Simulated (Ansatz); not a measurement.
The system is SnO.

```
Sn O
1.0
     3.35500    0.00000    0.00000
     0.00000    5.67410    0.00000
     0.00000    0.00000    4.22197
Sn O
2 2
Direct
  0.50000 0.76809 0.01314
  0.00000 0.23191 0.51314
  0.50000 0.10875 0.23686
  0.00000 0.89125 0.73686
```

The cell comes from a database or a generator and needn't be the stable form of this composition.

Base run:

* Program: Ansatz 0.2.0
* Functional: LDA
* Potentials or basis: all-electron LAPW, scalar-relativistic
* Cutoff: 344 eV
* Density cutoff: 1374 eV
* Basis error allowed: 0.002 eV/atom
* k mesh: 8 × 5 × 6
* Occupations: fermi-dirac, width 0.05 eV
* Spin: no spin polarisation

Its results: band gap on the k mesh 1.47 eV, indirect (least direct gap 2.07 eV); pressure -5.4 GPa; largest force 0.738 eV/Å.

Question: The run is repeated on the same cell with these changes: functional from LDA to PBEsol. What comes out?

Answer: Band gap on the k mesh 1.44 eV, indirect (least direct gap 2.02 eV); pressure -3.1 GPa; largest force 0.426 eV/Å.

PBEsol binds less tightly than LDA, so the same cell stands under more pressure.

Caveats: spin-orbit coupling is left out, which moves the levels of the heavy elements; the mesh misses the band edges, which the band path finds closer together.

Not every run made on this cell is shown here.
